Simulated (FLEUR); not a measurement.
The system is Fe.

```
CELL_PARAMETERS angstrom
-1.44300 1.44300 1.44300
1.44300 -1.44300 1.44300
1.44300 1.44300 -1.44300
ATOMIC_POSITIONS crystal
Fe 0.00000 0.00000 0.00000
```

```yaml
Program: FLEUR MaX-R8.1 (later development tree)
Task: single point
Functional: PBE
Potentials_or_basis: all-electron
Basis: FLAPW
Kmax: 4.58 1/bohr
k_mesh: 13 × 13 × 13
Occupations: fermi-dirac, width 0.05 eV
Spin: collinear spin, ferromagnetic start
Starting_moments: "[3.0] μB"
Gmax: 14.2 1/bohr
Muffin-tin_radii: Fe 2.14 bohr
lmax: Fe 9
Local_orbitals_a_species: Fe 5
Max_iterations: 60
Mixing_factor: 0.05
Mixer: Anderson
Mixer_history: 15
```

On this cell: net moment 2.25 μB per cell; site moments Fe +2.32 μB; band gap on the k mesh none (metal or under the smearing width).

The same run follows on a disturbed copy (cell strained at random at fixed volume):

```
Fe
1.0
    -1.48153    1.43424    1.45901
     1.46753   -1.43096    1.44173
     1.45354    1.40297   -1.45574
Fe
1
Direct
  0.98721 0.99305 0.98531
```

What changes?

The energy (extrapolated to zero smearing) moves by +3.0 meV/atom; net moment 2.26 μB per cell; site moments Fe +2.32 μB; band gap on the k mesh none (metal or under the smearing width).
